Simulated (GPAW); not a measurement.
Wanted: an ASE script for a GPAW 26.7.0 run.

```
Task                : single point
Functional          : PBE
Potentials or basis : GPAW PAW data sets (gpaw-data 1.2.1)
Basis               : fd
Grid spacing        : 0.16 Å
k mesh              : 12 × 12 × 12
Occupations         : fermi-dirac, width 0.05 eV
Spin                : no spin polarisation
Maxiter             : 150
```

The structure of Zn lies in Zn.xyz:

```xyz
1
Lattice="0.0000000000 1.9647760000 1.9647760000 1.9647760000 0.0000000000 1.9647760000 1.9647760000 1.9647760000 0.0000000000" Properties=species:S:1:pos:R:3 pbc="T T T"
Zn     0.0000000000      0.0000000000      0.0000000000
```

This isn't the form of Zn at room conditions, which is hcp.

The input as run:

run.py

```python
from ase.dft.bandgap import bandgap
from ase.io import read, write
from gpaw import GPAW

atoms = read('Zn.xyz')

calc = GPAW(mode='fd',
            h=0.16,
            xc='PBE',
            kpts={'size': (12, 12, 12), 'gamma': True},
            occupations={'name': 'fermi-dirac', 'width': 0.05},
            nbands=13,
            convergence={'density': 1e-05, 'energy': 1e-05},
            maxiter=150,
            txt='gpaw.txt')
atoms.calc = calc
energy = atoms.get_potential_energy()
forces = atoms.get_forces()
calc.write('gs.gpw')
write('result.traj', atoms)
print(f'Energy: {energy:.6f} eV')
print('Forces (eV/A):')
print(forces.round(4))
print('Fermi level:', round(calc.get_fermi_level(), 4), 'eV')
print(f'Gap: {bandgap(calc)[0]:.4f} eV, direct: {bandgap(calc, direct=True)[0]:.4f} eV')
```

Potentials or basis: GPAW PAW data sets (gpaw-data 1.2.1), fd.

Command:

```sh
$ OMP_NUM_THREADS=1 python run.py
```

Results of the run:

```
Band gap on the k mesh : none (metal or under the smearing width)
```

Caveat: the real-space grid adds noise to forces.

Run time: 41 s on 1 thread of Arm Neoverse V2 (shared host), peak memory 0.31 GiB.
